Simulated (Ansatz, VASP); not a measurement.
Zn: VASP beside Ansatz

INCAR

```
PREC = Accurate
ENCUT = 520
EDIFF = 1E-7
ISMEAR = -1
SIGMA = 0.05
LREAL = F
LASPH = T
NELM = 80
ALGO = Normal
ISIF = 2
LWAVE = F
LCHARG = F
GGA = PS
NBANDS = 12
```

Contents of KPOINTS:

```
regular mesh
0
Gamma
  12 12 12
```

The input POSCAR:

```
Zn
1.0
    0.0000000000      1.9777881408      1.9777881408
    1.9777881408      0.0000000000      1.9777881408
    1.9777881408      1.9777881408      0.0000000000
Zn
1
Direct
    0.0000000000      0.0000000000      0.0000000000
```

input.yaml

```yaml
crystal:
  lattice:
    - [0.0, 1.9777881408, 1.9777881408]
    - [1.9777881408, 0.0, 1.9777881408]
    - [1.9777881408, 1.9777881408, 0.0]
  atoms:
    - { symbol: Zn, position: [0.0, 0.0, 0.0] }
hamiltonian:
  xc: pbesol
  pseudopotentials: { kind: paw }
kpoints:
  mp_grid: { grid: [12, 12, 12] }
scf:
  occupations: { method: fermi_dirac, width: 0.05 }
output:
  forces: true
  stress: true
  eigenvalues: true
```

Change from the starting cell: volume scaled by 1.02.

Alike in both runs: task single point; functional PBEsol; k mesh 12 × 12 × 12; occupations fermi-dirac, width 0.05 eV; no spin polarisation.

```csv
,VASP,Ansatz
version,VASP 6.6.1,Ansatz 0.2.0
potentials or method,"VASP PAW PBE potentials, release 64 (Zn)",Ansatz PAW
plane-wave cutoff (eV),520,420
valence electrons in the cell,12,12
```

Ansatz gave:

- gap on the k mesh at the Fermi level (eV): none
- pressure (GPa): -6.3

Estimate VASP's values.

gap on the k mesh at the Fermi level (eV): none; pressure (GPa): -6.0.

A gap of «none» marks a metal or a gap that the smearing closes. The functional is the same, so the differences come from potentials, cutoffs and numerics.

Caveats: the PAW data sets were made with another functional, which shifts forces and pressure a little (VASP); the PAW data sets come from PBE, with cores solved anew for the run's functional, which leaves a small shift of forces and pressure (Ansatz).
